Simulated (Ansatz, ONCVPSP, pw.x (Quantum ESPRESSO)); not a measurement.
**Mo (Z = 42) (fcc): variants of one ONCV potential in the solid**

- Element: molybdenum
- Generator: ONCVPSP 4.0.1.1 (patched build)
- Type: optimised norm-conserving Vanderbilt (ONCV)
- Functional: PBE
- Relativity: scalar-relativistic
- Frozen core: [Kr]
- Valence charge: 6
- Reference configuration: 4d5 5s1
- Partial waves: 5s: rc 3.10 bohr, ncon 4, nbas 8, qcut 2.6 1/bohr, 2 projectors, debl 4 Ha; p scattering state at 0.35 Ha: rc 2.40 bohr, ncon 5, nbas 10, qcut 2.8 1/bohr, 2 projectors, debl 2.1 Ha; 4d: rc 2.15 bohr, ncon 4, nbas 9, qcut 7.3 1/bohr, 2 projectors, debl 1.7 Ha
- Local potential: polynomial inside 1.75 bohr (lpopt 5, dvloc0 0 Ha)
- Core correction: Teter function, fcfact 5.75, rcfact 1.5

Crystal test: fcc Mo in pw.x 7.5, no spin, 14³ k-points, Fermi–Dirac smearing 0.01 Ry, cutoffs set for each file from its atomic test. The reference is all-electron LAPW (Ansatz 0.2.0) with the same functional, mesh and smearing; V0 and B0 come from Birch–Murnaghan fits to the pressures at five volumes. Errors are pseudo minus all-electron; Δ is the rms difference of the E(V) curves that follow from these fits, minima aligned, over ±6 % about the mean V0. Mesh and smearing are coarse, so the numbers serve the comparison and aren't converged zero-temperature values; the lattice is a test structure that the element need not adopt.

All-electron: a0 = 4.005 Å (V0 = 16.06 Å³/atom), B0 = 235.3 GPa.

Base: The largest radius (3.10 bohr) exceeds half the bond length (2.67 bohr), so the spheres overlap, which is one possible source of error among others. This is a poor potential for the solid.

| change | cutoffs (Ry) | pw.x | a0 (Å) | a0 error (%) | B0 error (%) | Δ (meV/atom) | mean pressure error (GPa) |
| --- | --- | --- | --- | --- | --- | --- | --- |
| base | 50/200 | converged | 3.976 | -0.72 | -4.8 | 17.6 | -4.82 |
| local potential polynomial inside 1.55 bohr (lpopt 3, dvloc0 0 Ha) | 50/200 | converged | 3.975 | -0.74 | -4.9 | 18.2 | -4.98 |
| s: rc 2.94 | 50/200 | converged | 3.976 | -0.72 | -5.1 | 17.7 | -4.84 |
| d: nproj 1 | 50/200 | converged | 3.977 | -0.69 | -4.8 | 16.9 | -4.62 |
| d: rc 2.96 | 50/200 | converged | 3.973 | -0.80 | -6.8 | 19.4 | -5.25 |

(1) Give the row for: core correction Teter function, fcfact 5.75, rcfact 1.12.

Answers

(1) pw.x: converged; mean pressure error (GPa): -5.63; a0 (Å): 3.971; a0 error (%): -0.83; B0 error (%): -1.7; Δ (meV/atom): 20.4.
